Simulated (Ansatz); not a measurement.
**Dielectric function and optical constants of TePb**

Aim: the dielectric function of TePb, and the optical constants that follow from it.

Method: DFT, PBE, plane-wave PAW, default files, scalar-relativistic, independent-particle optical response without local fields, in Ansatz 0.2.0.

The experiments to compare with:

For PbTe, rock salt (literature value, sample not described), “Two-valence band electron and heat transport in monocrystalline PbTe-CdTe solid solutions with high Cd content” (2019, arxiv:1911.05387) quotes earlier work: band gap (fundamental direct gap at L; experimental literature value used in …) 310 meV [Literature experimental value used as model input in the theory part; measurement …].

### 1. The starting structure

The structure is cubic, space group Fm-3m (No. 225). Conventional cell: a = 6.462 Å, b = 6.462 Å, c = 6.462 Å, α = 90.00°, β = 90.00°, γ = 90.00°. Nearest to Pb lie 6 Te at 3.23 Å. Nearest to Te lie 6 Pb at 3.23 Å. Farther neighbours and most contacts between anions are not listed.

### 2. Ground state and bands

First the ground state: is it a metal or has it a gap?

This step: DFT, PBE, plane-wave PAW, default files, scalar-relativistic, ground state (Ansatz 0.2.0).

input.yaml reads:

```yaml
crystal:
  lattice:
    - [0.0, 3.231, 3.231]
    - [3.231, 0.0, 3.231]
    - [3.231, 3.231, 0.0]
  atoms:
    - { symbol: Pb, position: [0.0, 0.0, 0.0] }
    - { symbol: Te, position: [0.5, 0.5, 0.5] }
kpoints:
  mp_grid: { grid: [7, 7, 7] }
  band_path:
    path:
      - [[0.0, 0.0, 0.0], [0.5, 0.0, 0.5], [0.5, 0.25, 0.75], [0.375, 0.375, 0.75], [0.0, 0.0, 0.0], [0.5, 0.5, 0.5], [0.625, 0.25, 0.625], [0.5, 0.25, 0.75], [0.5, 0.5, 0.5], [0.375, 0.375, 0.75]]
      - [[0.625, 0.25, 0.625], [0.5, 0.0, 0.5]]
    npoints: 5
scf:
  occupations: { method: fermi_dirac, width: 0.05 }
  n_extra_bands: 6
hamiltonian:
  xc: pbe
  pseudopotentials: { kind: paw }
output:
  forces: true
  stress: true
  populations: true
  write_bands: true
```

Launch:

```console
$ ansatz run input.yaml --threads 4 --pin off --max-ram 8192MiB --backend cpu --events-out ev --progress --plain --runs-dir out
```

Numbers of over 12 decimals in the logs are rounded to 6 here.

The log of the run:

```text
scf.n_extra_bands = 6 over 15 filled bands (N_el = 30.0): the run solves 21 bands
Engine: ansatz 0.2.0, aarch64-unknown-linux-gnu
Pseudopotentials: kind: paw
Pseudopotential: Pb, paw, valence charge 14, recommended cutoff 420 eV (normal), Pb.paw.azcp
Pseudopotential: Te, paw, valence charge 16, recommended cutoff 420 eV (normal), Te.paw.azcp
Functional definition: PBE
  parameter kappa = 0.804
  parameter beta = 0.066725
  exchange = pbe_x(kappa = kappa, mu = beta*pi^2/3)
  correlation = pbe_c(beta = beta)
Crystal: 2 atoms, lattice volume = 67.459 Å³
Basis set: ecut = 420 eV, 1363 PW (Γ), exchange–correlation on 64×64×64 points (8 copies of the dense FFT grid, shifted against one another)
Bands: 21, of which v1, the nominal top of the filled ones, is band 15 counted from 1 (14 counted from 0)
Symmetry: 48 space group operations
Space group: Fm-3m (ITA 225), of the structure as read, at distance tolerance 4.1e-5 Å
k-points: 20 of 343
Non-local potential: Pb, projectors of the file, l = 0: 2, l = 1: 2, l = 2: 2, l = 3: 2
Non-local potential: Te, projectors of the file, l = 0: 2, l = 1: 2, l = 2: 2, l = 3: 2
PAW form: soft (Blöchl's): semilocal exchange-correlation on the pseudo side does not see the compensation charge
PAW one-centre angular grid: Pb, 590 points (default); XC on 64 Gauss nodes
PAW one-centre angular grid: Te, 590 points (default); XC on 64 Gauss nodes
Initial density: superposition of atomic densities (neutral atoms: chi_scale 0, normalization atom), corrected by the library's trained network
Initial wavefunctions: pseudopotential atomic-orbital guess
Functional: x = pbe(κ = 0.804, μ = 0.219515), c = pbe(β = 0.066725)
SCF iter   1: F=—  HF=-18887.167447 eV  |F-HF|=—  |Δ(HF+E_count)|=         —  Δρ=5.58e-4  dr2=2.66e-4  ethr=1.77e-3  ⟨swp⟩=7.2  Hψ=2277  notcnv=0
preconditioner: auto → none  [insulator: Δε(μ)=1.006 eV  Ē_g=16.288 eV  σ=0.050 eV  W_gap=1.00  n_scr=14 (ndim 8)  ℏωp=20.2 eV  f_vac=0.014  D(μ)=0.00/eV (n_scr^D=0)  ε∞_Penn≈2.5]
SCF iter   2: F=—  HF=-18887.165640 eV  |F-HF|=—  |Δ(HF+E_count)|=   1.81e-3  Δρ=4.21e-4  dr2=1.20e-4  ethr=8.87e-7  ⟨swp⟩=3.2  Hψ=1043  notcnv=0  defer=2
SCF iter   3: F=—  HF=-18887.165619 eV  |F-HF|=—  |Δ(HF+E_count)|=   2.06e-5  Δρ=2.04e-4  dr2=2.11e-5  ethr=3.99e-7  ⟨swp⟩=2.0  Hψ=550  notcnv=0  defer=2
SCF iter   4: F=—  HF=-18887.165654 eV  |F-HF|=—  |Δ(HF+E_count)|=   3.47e-5  Δρ=9.39e-5  dr2=6.95e-6  ethr=7.02e-8  ⟨swp⟩=2.0  Hψ=691  notcnv=0  defer=2
SCF iter   5: F=—  HF=-18887.165650 eV  |F-HF|=—  |Δ(HF+E_count)|=   3.72e-6  Δρ=4.31e-5  dr2=1.46e-6  ethr=2.32e-8  ⟨swp⟩=2.0  Hψ=674  notcnv=0  defer=2
SCF iter   6: F=—  HF=-18887.165650 eV  |F-HF|=—  |Δ(HF+E_count)|=   5.05e-7  Δρ=1.17e-5  dr2=1.09e-7  ethr=4.87e-9  ⟨swp⟩=2.1  Hψ=617  notcnv=0  defer=2
SCF iter   7: F=-18887.165650 eV  HF=-18887.165650 eV  |F-HF|=3.13e-9  |Δ(HF+E_count)|=   6.18e-8  Δρ=1.76e-6  dr2=2.47e-9  ethr=3.33e-10  ⟨swp⟩=8.7  Hψ=2069  notcnv=0
SCF 1 converged in 7 iterations: F = -18887.165650 eV  dr2 = 2.47e-9
  greatest PAW one-centre occupation: 0.998 electrons in one spin orbital (limit 2), on the Te atom at site 1 (counted from 0), in its partial waves of l = 2
NSCF: frozen V_eff on 52 k-points
SCF converged after 7 iterations
Free energy (F): -18887.165650 eV
Harris-Foulkes:  -18887.165650 eV  (|F-HF|=3.13e-9)
Internal energy: -18887.165647 eV  (E = F + TS)
E sigma→0 (E₀):  -18887.165648 eV
Entropy (-TS):   -0.000003 eV (-0.001 meV/atom)
Fermi energy:    9.109873 eV
--- Per-component energies (eV) ---
  E_band       = -316.520941
  E_kinetic    = 468.375267
  E_local      = -2385.384071  (includes V_loc(G=0)·N_el)
  E_nonlocal   = 39.814235
  E_hartree    = 1255.068480
  E_xc         = -345.569529
  E_vxc        = -237.121449  (∫ρ·V_xc dr)
  E_paw        = -15066.550719  (= ΣΔE_a)
  E_vpaw       = -712.338667  (= ΣTr[D̂ρ^β])
  E_aug_tail   = -0.000145  (compensation charges beyond the density's cutoff)
  E_ewald      = -2852.919164
  E_smearing   = -0.000003  (= −TS)
  E_closure    = -0.000000  (closes the sum)
  Σ components = -18887.165650   (vs F -18887.165650, Δ=0.00e0)
--- Forces (eV/Å), atoms counted from 1 ---
  atom   1  Pb    -0.00000000     0.00000000     0.00000000
  atom   2  Te     0.00000000    -0.00000000    -0.00000000
  max |Σ_I F_I| component: 3.67e-29 eV/Å
--- Stress (GPa, compression-positive) ---
        2.114798      -0.000000       0.000000
       -0.000000       2.114798       0.000000
       -0.000000       0.000000       2.114798
  P = ⅓ Tr σ = 2.1148 GPa (21.148 kbar)
--- Band table (eV; the first three rows and the last of 20) ---
  k-point 0: bands = [... 11 lower, 3.1125, 7.3498, 7.3498, 7.3498, 12.7793, 12.7793, 12.7793, 14.5194, ... 2 higher]
  k-point 1: bands = [... 11 lower, 2.5557, 7.4021, 7.4021, 7.6567, 11.8328, 12.0406, 12.0406, 14.3512, ... 2 higher]
  k-point 2: bands = [... 11 lower, 1.3870, 7.5627, 7.5627, 8.1688, 10.5250, 10.8811, 10.8811, 14.9032, ... 2 higher]
  k-point 19: bands = [... 11 lower, 0.6767, 4.8013, 5.4300, 8.0209, 10.6445, 13.4095, 14.2160, 14.8400, ... 2 higher]
--- Löwdin populations: 2 sites ---
  site symbol       q [e]
     0     Pb     13.7726
     1     Te     16.1718
  spilling = 0.001851 (of n_electrons = 30.000000)
```

The job ended after 1.5 s (4 threads of Arm Neoverse V1, shared host; peak memory 0.35 GiB; 4.7 s of CPU time).

This step gave:

```
free energy                  : -18887.1656 eV
Fermi energy                 : 9.110 eV
gap by band count            : 1.008 eV
electrons                    : 30
symmetry operations          : 48
pressure                     : 2.115 GPa
volume                       : 67.46 Å³
gap on the path              : 0.7311 eV
least direct gap on the path : 0.7311 eV
```

There is a gap, 0.73 eV on the path, so no carriers' term is needed. The cell is left with a pressure of 2.1 GPa, as it stands unrelaxed at this level.

Electronic bands along the path, in eV, zero at the Fermi level; v1 is the highest filled band, c1 the lowest empty one:

```tsv
point	v4	v3	v2	v1	c1	c2	c3	c4
Γ	-6.00	-1.76	-1.76	-1.76	3.67	3.67	3.67	5.41
0.40 of the way	-6.97	-2.34	-2.34	-1.00	1.45	3.89	3.89	3.99
X	-7.69	-4.91	-3.21	-3.21	2.89	5.06	5.06	6.29
0.40 of the way	-7.95	-4.79	-3.44	-2.58	3.30	3.78	5.26	6.02
W	-8.38	-4.20	-4.20	-0.77	1.26	4.82	4.82	6.44
0.40 of the way	-8.37	-4.41	-3.77	-1.23	1.76	4.28	5.26	5.66
K	-8.36	-4.53	-2.71	-2.49	3.17	3.38	4.73	5.53
0.40 of the way	-8.10	-3.25	-1.29	-0.75	1.01	1.20	4.05	6.13
Γ	-6.00	-1.76	-1.76	-1.76	3.67	3.67	3.67	5.41
0.40 of the way	-6.99	-1.66	-1.66	-1.24	2.17	2.45	2.45	5.33
L	-8.98	-1.30	-1.30	-0.41	0.33	0.86	0.86	7.97
0.40 of the way	-8.85	-2.72	-1.80	-1.36	1.37	1.59	2.81	6.77
U	-8.36	-4.53	-2.71	-2.49	3.17	3.38	4.73	5.53
0.40 of the way	-8.36	-4.47	-3.44	-1.66	2.24	4.01	5.21	5.41
W	-8.38	-4.20	-4.20	-0.77	1.26	4.82	4.82	6.44
0.60 of the way	-8.81	-2.78	-2.52	-0.89	0.83	2.51	3.00	6.72
L	-8.98	-1.30	-1.30	-0.41	0.33	0.86	0.86	7.97
0.40 of the way	-8.85	-2.72	-1.80	-1.36	1.37	1.59	2.81	6.77
K	-8.36	-4.53	-2.71	-2.49	3.17	3.38	4.73	5.53
jump to U	-8.36	-4.53	-2.71	-2.49	3.17	3.38	4.73	5.53
0.40 of the way	-8.00	-4.77	-3.03	-2.92	3.30	4.30	4.52	5.99
X	-7.69	-4.91	-3.21	-3.21	2.89	5.06	5.06	6.29
```

The electronic bands as a text plot (rows in eV, shown from -8.4 to 5.4 only):

```
    5.1 |+     +++++ ++++     ++++++++        + ++          +   +
    4.5 | ++ ++++ +  +++ +++                   + +++         +++
    4.0 |   +      ++   +   ++++             +  +   +      +  +
    3.4 |+++ ++    +     +      +++++          +             ++
    2.8 |      ++++ +   +       +           + +      ++   + +  ++
    2.2 | ++              ++         +       +  +    ++    +
    1.7 |   +        +++      ++      ++   ++    +     + ++
    1.1 |                   ++++      +++++++     +++++++++
    0.5 |                               ++++           +++
   -0.1 |
   -0.6 |             *     ****      ******     *********
   -1.2 | ***        * *    *****    *  *****           ***
   -1.8 |***        *     **    ********   ***  *      * ***
   -2.4 |   *      *    **    **             ***     **    ***
   -2.9 |    ******     **                  *  *     **   *  ****
   -3.5 |         ***  *    **               *  *   *      *
   -4.1 |      **    **   **                  *  ***        *
   -4.7 |        ***** ***                     **            ****
   -5.2 |
   -5.8 |*                       **
   -6.4 | **                    *  **
   -7.0 |   *                        *
   -7.5 |    ******           **                                *
   -8.1 |          *******  **        **       ****          ***
         Γ       X    W  K        Γ      L     U  W     L   K|U X
```

### 3. Spectrum

The spectrum is a sum over vertical transitions between filled and empty bands at the fixed density, so many empty bands are needed.

This step: DFT, PBE, plane-wave PAW, default files, scalar-relativistic, independent-particle optical response without local fields (Ansatz 0.2.0).

input.yaml, the sections that differ from step 2:

```yaml
kpoints:
  mp_grid: { grid: [7, 7, 7] }
scf:
  occupations: { method: fixed }
output:
  optics:
    e_range: [0, 14]
    de: 0.05
    sigma: 0.1
    nscf_kmesh: { grid: [6, 6, 6] }
    bands: { spectra_wanted_up_to: 14 }
# crystal, hamiltonian: as in step 2
```

The log of the run:

```text
[...]
Crystal: 2 atoms, lattice volume = 67.459 Å³
Basis set: ecut = 420 eV, 1363 PW (Γ)
Bands: 19, of which v1, the nominal top of the filled ones, is band 15 counted from 1 (14 counted from 0)
Symmetry: 48 space group operations
[...]
k-points: 20 of 343
[...]
SCF iter   1: F=—  HF=-18887.167580 eV  |F-HF|=—  |Δ(HF+E_count)|=         —  Δρ=5.13e-4  dr2=2.14e-4  ethr=1.77e-3  ⟨swp⟩=4.9  Hψ=1596  notcnv=0  defer=32
[...]
SCF iter   9: F=-18887.165654 eV  HF=-18887.165654 eV  |F-HF|=1.46e-11  |Δ(HF+E_count)|=  5.82e-11  Δρ=4.36e-8  dr2=1.53e-12  ethr=1.00e-12  ⟨swp⟩=4.5  Hψ=1982  notcnv=0
SCF 1 converged in 9 iterations: F = -18887.165654 eV  dr2 = 1.53e-12
[...]
NSCF: frozen V_eff on 16 k-points
[...]
output.optics: what the bands over the 38 summed would add to eps1, eps2 and the energy-loss function is held between a lower and an upper bound (8 Lanczos steps). eps1, eps2 and their loss function (loss_summed_bands) are given on every row as the summed bands alone make them. Along an axis, on a row where the two bounds hold the loss function to about 1 % of the greater of itself and 0.5 % of |1/eps|, its cell (loss_completed) is given, with the completed eps1 and eps2 that it is formed of (a cell that is left empty reads nan in the table and null in the record). The two bounds hold it so along every axis on all 281 rows up to 14.000 eV. [rest of the remark cut]
SCF converged after 9 iterations
Free energy (F): -18887.165654 eV
[...]
Internal energy: -18887.165654 eV  (E = F + TS)
E sigma→0 (E₀):  -18887.165654 eV
Fermi energy:    8.599519 eV
[...]
--- Band table (eV; the first three rows and the last of 20) ---
  k-point 0: bands = [... 11 lower, 3.1126, 7.3498, 7.3498, 7.3498, 12.7793, 12.7793, 12.7793, 14.5194]
  k-point 1: bands = [... 11 lower, 2.5557, 7.4021, 7.4021, 7.6568, 11.8328, 12.0406, 12.0406, 14.3512]
  k-point 2: bands = [... 11 lower, 1.3870, 7.5627, 7.5627, 8.1688, 10.5251, 10.8811, 10.8811, 14.9032]
  k-point 19: bands = [... 11 lower, 0.6768, 4.8013, 5.4300, 8.0209, 10.6445, 13.4095, 14.2160, 14.8400]
```

Run time: 11 s. Hardware: 4 threads; peak memory 0.64 GiB.

Numbers from this step:

- electronic dielectric constant ε∞, mean over x, y and z (by symmetry where fewer were run): 29.25
- absorption onset, first axis (α over 10⁴ cm⁻¹, or the direct gap if that lies higher): 0.9647 eV
- main peak of Im epsilon, first axis: 1.910 eV
- photocurrent from vertical transitions in a film 500 nm thick on a perfect mirror (two passes), AM1.5G, no front reflection, all carriers collected: 50.98 mA/cm²
- least direct gap on the mesh: 0.7311 eV
- bands summed: 38
- spectra valid up to: 20.76 eV
- program's estimate of the k-sum error in Im epsilon: 0.21 %
- electrons in the f-sum: 18.35

The Im ε, any direction has structure finer than the step of the table below, so its rows give means over 0.5 eV, whole bins alone (the curve runs from 0 to 14 eV). Peaks (eV: height): 1.90: 98.8.

The Im ε, any direction by photon energy; means over each step:

```tsv
photon energy (eV)	Im ε, any direction
0.5	0.0196
1.0	2.29
1.5	31.1
2.0	80.9
2.5	30.8
3.0	12.3
3.5	6.09
4.0	3.47
4.5	2.28
5.0	1.80
5.5	2.81
6.0	4.42
6.5	4.89
7.0	4.94
7.5	3.21
8.0	2.15
8.5	1.79
9.0	1.66
9.5	1.87
10.0	1.55
10.5	1.16
11.0	0.946
11.5	0.772
12.0	0.704
12.5	0.626
13.0	0.544
13.5	0.471
```

Re ε, any direction against photon energy:

photon energy (eV), Re ε, any direction and a bar from the least value:
```
      0.0       29.2 ##################
      0.5       31.3 ###################
      1.0       41.0 ######################
      1.5       65.2 ##############################
      2.0       -6.1 #######
      2.5      -27.1 
      3.0      -17.8 ###
      3.5      -11.3 #####
      4.0       -7.2 ######
      4.5       -4.3 #######
      5.0       -1.8 ########
      5.5       -0.1 #########
      6.0        1.1 #########
      6.5        0.5 #########
      7.0       -2.1 ########
      7.5       -2.7 ########
      8.0       -2.1 ########
      8.5       -1.4 ########
      9.0       -1.1 ########
      9.5       -0.8 #########
     10.0       -1.2 ########
     10.5       -1.0 ########
     11.0       -0.8 #########
     11.5       -0.6 #########
     12.0       -0.4 #########
     12.5       -0.3 #########
     13.0       -0.2 #########
     13.5       -0.1 #########
     14.0       -0.1 #########
```

The reflectivity at normal incidence, any direction has structure finer than the step of the table below, so its rows give means over 0.5 eV, whole bins alone (the curve runs from 0 to 14 eV). Peaks (eV: height): 2.90: 78.5, 6.20: 36.0, 7.65: 51.0, 10.35: 42.7.

The reflectivity at normal incidence, any direction by photon energy; means over each step:

```tsv
photon energy (eV)	reflectivity at normal incidence, any direction (%)
0.5	48.7
1.0	53.5
1.5	62.8
2.0	74.6
2.5	77.9
3.0	78.5
3.5	77.8
4.0	75.4
4.5	69.0
5.0	48.1
5.5	23.6
6.0	27.2
6.5	32.5
7.0	42.9
7.5	50.4
8.0	49.4
8.5	43.5
9.0	37.5
9.5	33.2
10.0	41.6
10.5	42.4
11.0	41.5
11.5	39.5
12.0	34.8
12.5	32.0
13.0	30.0
13.5	26.3
```

The refractive index n and extinction k by photon energy:

```tsv
photon energy (eV)	n	k
0.0	5.41	0
0.5	5.60	0
1.0	6.40	0.127
1.5	8.23	1.58
2.0	6.56	7.01
2.5	2.54	5.79
3.0	1.35	4.42
3.5	0.858	3.47
4.0	0.620	2.75
4.5	0.529	2.15
5.0	0.588	1.47
5.5	1.21	1.26
6.0	1.71	1.34
6.5	1.68	1.53
7.0	1.30	1.94
7.5	0.845	1.86
8.0	0.664	1.59
8.5	0.654	1.36
9.0	0.669	1.23
9.5	0.784	1.18
10.0	0.606	1.26
10.5	0.512	1.13
11.0	0.466	1.02
11.5	0.426	0.897
12.0	0.447	0.801
12.5	0.442	0.711
13.0	0.426	0.635
13.5	0.434	0.541
14.0	0.412	0.469
```

Table of loss function −Im 1/ε at q → 0, any direction by energy loss; read off at these points:

energy loss (eV), loss function −Im 1/ε at q → 0, any direction and a bar:
```
     0.50       0.00 
     1.00       0.00 
     1.50       0.01 
     2.00       0.01 
     2.50       0.02 
     3.00       0.03 
     3.50       0.04 
     4.00       0.05 #
     4.50       0.10 #
     5.00       0.27 ###
     5.25       0.47 ######
     5.50       0.33 ####
     6.00       0.21 ##
     6.50       0.19 ##
     7.00       0.17 ##
     7.50       0.18 ##
     8.00       0.24 ###
     8.50       0.34 ####
     9.00       0.43 #####
     9.50       0.46 #####
    10.00       0.40 #####
    10.50       0.49 ######
    11.00       0.60 #######
    11.50       0.79 #########
    12.00       1.01 ############
    12.50       1.28 ###############
    13.00       1.58 ###################
    13.50       2.03 ########################
    14.00       2.54 ##############################
```

Optical constants at common wavelengths, from n + ik = √ε:

```tsv
wavelength (nm)	n	k	R (%)	1/α
1550	5.98	0.027	50.9	4.5 µm
800	8.44	1.896	63.6	34 nm
633	7.14	6.756	74.5	7.5 nm
532	3.31	6.295	77.3	6.7 nm
450	1.78	5.030	78.4	7.1 nm
365	0.93	3.647	78.1	8.0 nm
248	0.59	1.475	49.9	13 nm
```

In reflection the computed colour is near white: x = 0.310, y = 0.328, luminous reflectivity 77 %.

The f-sum over the summed bands holds 18.4 of the cell's 30 electrons outside the frozen cores, 20 of which lie in bands more than 12 eV below the Fermi level, whose transitions come at higher energies. Up to 14 eV the strength has a mean oscillator energy of 2.7 eV, well above the main peak, so higher transitions carry much of it.

### 4. Outcome

```yaml
gap_on_the_path: 0.731 eV
least_direct_gap_on_the_path: 0.731 eV
electronic_dielectric_constant_eps_infinity_mean_over_x_y_and_z_by_symmetry_where_fewer_were_run_independent_particles: 29.2
absorption_onset_first_axis_alpha_over_1e4_cm_minus1_or_the_direct_gap_if_that_lies_higher: 0.965 eV
main_peak_of_im_epsilon_first_axis: 1.91 eV
photocurrent_from_vertical_transitions_in_a_film_500_nm_thick_on_a_perfect_mirror_two_passes_am1p5g_no_front_reflection_all_carriers_collected: 51.0 mA/cm²
```

**Reading.** At this level (PBE, independent particles) TePb has ε∞ = 29.2 and n = 5.98 at 1550 nm; absorption sets in near 1.0 eV, and Im ε peaks at 1.9 eV. The gap on the path is direct, 0.73 eV. The absorption coefficient passes 10⁴ cm⁻¹ at 0.96 eV, in the infrared, so it absorbs across the visible. Distinct maxima of Im ε, read by a parabola through the highest points, lie at 1.91 eV (99) and 6.60 eV (5.8). The f-sum over the summed bands holds 18.4 of the cell's 30 electrons outside the frozen cores, 20 of which lie in bands more than 12 eV below the Fermi level, whose transitions come at higher energies. Up to 14 eV the strength has a mean oscillator energy of 2.7 eV, well above the main peak, so higher transitions carry much of it. In reflection the computed colour is near white: x = 0.310, y = 0.328, luminous reflectivity 77 %. Excitons and phonon-assisted transitions are missing, and so are local fields; PBE gaps are as a rule too small, which pulls the onset down and ε∞ up, while the missing spin-orbit coupling works the other way with such heavy atoms. In the base run ε includes the program's bounded estimate of what the bands above those summed add. Spin-orbit coupling is left out although heavy atoms are present.

Computed beside measured:

```
                  quantity  measured              PBE
band gap (direct gap) (eV)      0.31  0.73 (+0.42 eV)
```

Measured values from arxiv:1911.05387 (2019).

**Verdict.** The band gap is off by +0.42 eV. Spin-orbit coupling, left out here, can change the gap with such heavy elements. Zero-point and thermal motion shift the measured gap. No cell relaxation is part of this session.

[Logs are printed without paths, hosts, clocks, repeated set-up lines and the standing remarks that a program may print on its own settings, such as how far it seeks lower states.]

[Hosts, paths, dates, database ids (printed as entryN), source tags and the programs' standing remarks are cut or masked in the printed files.]
